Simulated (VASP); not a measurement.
A run of VASP 6.6.1 is set up as follows.

The input INCAR:

```
SYSTEM = SnSe
ALGO = Normal
EDIFF = 1E-7
EDIFFG = -0.01
ENCUT = 300
GGA = PE
IBRION = 2
ISIF = 4
ISMEAR = 0
KPAR = 2
LASPH = .TRUE.
LCHARG = .FALSE.
LREAL = .FALSE.
LWAVE = .FALSE.
NELM = 80
NSW = 40
PREC = Accurate
SIGMA = 0.03
```

Contents of KPOINTS:

```
k-points
0
G
  2 4 4
  0 0 0
```

File POSCAR:

```
SnSe                                    
1.0
   11.7534712964      0.0000000000      0.0000000000
    0.0000000000      4.1866573338      0.0000000000
    0.0000000000      0.0000000000      4.3897870608
  Sn              Se            
     4     4
Direct
     0.1243956973928080    0.2500000000000000    0.0993078228963249
     0.3756043026071921    0.7500000000000000    0.5993078228963246
     0.6243956973928081    0.2500000000000000    0.4006921771036751
     0.8756043026071919    0.7500000000000000    0.9006921771036754
     0.3550976478128754    0.2500000000000000    0.0209210976303412
     0.1449023521871246    0.7500000000000000    0.5209210976303408
     0.8550976478128753    0.2500000000000000    0.4790789023696588
     0.6449023521871247    0.7500000000000000    0.9790789023696592
```

Potentials or basis: VASP PAW PBE potentials, release 64 (Sn, Se).

Command:

```sh
$ cat potpaw_PBE.64/Sn/POTCAR potpaw_PBE.64/Se/POTCAR > POTCAR
$ mpirun -np 2 vasp_std > vasp.out
```

Task: What does it give for the energy gained by relaxing?

Result: 3.5 meV/atom.

Task: What does it give for the band gap on the k mesh?

Result: 0.84 eV, indirect (least direct gap 1.16 eV).

Step by step:
```tsv
step	energy change (eV)	largest force (eV/Å)	pressure (GPa)
1	0.0000	0.2544	2.13
2	-0.0154	0.1598	1.77
3	-0.0245	0.0560	1.15
4	-0.0247	0.0458	1.22
5	-0.0276	0.0159	1.11
6	-0.0277	0.0133	1.11
7	-0.0278	0.0103	1.12
8	-0.0280	0.0059	1.12
```

Caveat: spin-orbit coupling is left out, which moves the levels of the heavy elements; this functional lacks dispersion, which binds the layers, so the pressure and a relaxed spacing across them are unreliable. A k mesh can miss the band edges.
